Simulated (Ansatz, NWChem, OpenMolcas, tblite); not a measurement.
# A small benchmark: dipole moment

8 molecules of light elements (H to F); the dipole moment in D, computed less measured. Shapes, held fixed at every level: PBE0-D4/def2-TZVP. No vibrational averaging. Dipoles are compared by magnitude; molecules under 1 D, whose direction can flip, are left out. Programs: Ansatz 0.2.0, NWChem 7.3.0, OpenMolcas 26.06, tblite 0.8.0. A level may come from different programs for different species; with the same settings they agree closely. Measured values: NIST CCCBDB.

Levels: A = IPEA1-xTB; B = HF/def2-SVP; C = B3LYP/6-31G* (spherical functions); D = PBE0/def2-SVP.

| molecule | measured | A | B | C | D |
| --- | --- | --- | --- | --- | --- |
| CHFO (formyl fluoride) | 2.02 | +0.25 | +0.44 | -0.05 | -0.01 |
| C2H3F3 (1,1,1-trifluoroethane) | 2.32 | +0.93 | +0.26 | -0.31 | -0.11 |
| C2H4F2 (1,1-difluoroethane) | 2.27 | +0.96 | +0.25 | -0.33 | -0.13 |
| C3H3NO (SMILES c1cocn1) | 1.50 | +0.77 | +0.02 | +0.05 | +0.05 |
| C2H7N (dimethylamine) | 1.03 | +0.49 | +0.06 | -0.05 | -0.07 |
| C3H6O (acetone) | 2.88 | +0.88 | +0.40 | -0.09 | -0.01 |
| C3H6O (propylene oxide) | 2.01 | +0.48 | +0.37 | -0.08 | -0.04 |
| C3H6O (SMILES C1COC1) | 1.94 | +0.57 | +0.36 | 0.00 | +0.03 |

Task: Which level does best on this set, which worst, and which err to one side?

Result: 
| level | kind | mean error | mean absolute error | worst case |
| --- | --- | --- | --- | --- |
| IPEA1-xTB | semi-empirical | +0.666 | 0.666 | C2H4F2 |
| HF/def2-SVP | Hartree–Fock | +0.270 | 0.270 | CHFO |
| B3LYP/6-31G* (spherical functions) | global hybrid | -0.108 | 0.120 | C2H4F2 |
| PBE0/def2-SVP | global hybrid | -0.036 | 0.056 | C2H4F2 |

On this set PBE0/def2-SVP has the smallest mean absolute error and IPEA1-xTB the largest. IPEA1-xTB is too high in 8 of 8; HF/def2-SVP is too high in 8 of 8; B3LYP/6-31G* (spherical functions) is too low in 6 of 8; PBE0/def2-SVP is too low in 6 of 8. The levels differ in basis as well as in method. The set is small.

Only the Hartree–Fock and PBE0 columns share a basis, so their contrast is the cleanest one here. Hartree–Fock overestimates every dipole, most clearly in the carbonyl compounds and saturated cyclic ethers, because without correlation the polar bonds are too ionic. Correlation shifts some charge back from the electronegative atom, and PBE0 recovers most of this effect. The exceptions are oxazole and dimethylamine, where Hartree–Fock is already close and PBE0 brings no gain.

Both hybrids fall furthest short for the two fluoroethanes, probably because a small basis without diffuse functions describes the fluorine lone pairs too compactly. Formyl fluoride escapes this, so fluorine content alone does not set the error. PBE0's small mean error therefore suggests some cancellation between functional and basis, and its lead over B3LYP cannot be credited to the functional alone.

IPEA1-xTB exaggerates charge separation throughout, plausibly because its parameters target ionisation potentials and electron affinities rather than ground-state charge distributions. Whether PBE0 would keep its lead near the basis-set limit remains open.
